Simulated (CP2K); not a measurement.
BP:

```
P B
1.0
     3.20885    0.00000    0.00000
     1.60443    2.77895    0.00000
     1.60443    0.92632    2.62002
P B
1 1
Cartesian
  4.8133 2.7789 1.9650
  0.0000 0.0000 0.0000
```

Base run:

* Program: CP2K 2026.2
* Functional: PBEsol
* Potentials or basis: POTENTIAL_UZH P GTH-PBE-q5, B GTH-PBE-q3; TZVP-MOLOPT-PBE-GTH basis
* Density cutoff: 9184 eV
* k mesh: 10 × 10 × 10
* Occupations: fermi-dirac, width 0.05 eV
* Spin: no spin polarisation

Its results: band gap on the k mesh 1.23 eV, indirect (least direct gap 3.40 eV); pressure -1.2 GPa.

**Question.** After a change of settings the same cell gave: band gap on the k mesh 1.52 eV, indirect (least direct gap 3.56 eV); pressure 1.1 GPa. Which change was it?
A. functional from PBEsol to LDA
B. functional from PBEsol to optB88-vdW
C. functional from PBEsol to PBE
D. functional from PBEsol to HLE16

**Answer.** B.

Caveats: the potentials were made for another functional, which shifts forces and pressure; the basis of atomic orbitals isn't converged, which shifts pressures, moduli and gaps.
